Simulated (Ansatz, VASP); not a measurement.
One calculation of Ru, two programs

```
Ru
1.0
     2.69026    0.00000    0.00000
    -1.34513    2.32984    0.00000
     0.00000    0.00000    4.25113
Ru
2
Cartesian
  0.0000 1.5532 1.0628
  1.3451 0.7766 3.1883
```

Alike in both runs: functional PBEsol; k mesh 18 × 18 × 10; occupations fermi-dirac, width 0.08 eV; no spin polarisation.

Ansatz relaxed the structure, and its values are those at the end. VASP's run is a single point on that final structure, the one shown.

|  | VASP | Ansatz |
| --- | --- | --- |
| version | VASP 6.6.1 | Ansatz 0.2.0 |
| potentials or method | VASP PAW PBE potentials, release 64 (Ru_pv) | PAW with Ansatz's default frozen-core files, scalar-relativistic |
| plane-wave cutoff (eV) | 520 | 420 |
| valence electrons in the cell | 28 | 32 |

```csv
,VASP,Ansatz,Ansatz less VASP
pressure (GPa),-0.1,0.0,+0.08
```

The functional is the same, so the differences come from potentials, cutoffs and numerics. The two sets of potentials don't hold the same shells in valence.

Caveats: the PAW data sets were made with another functional, which shifts forces and pressure a little (VASP).
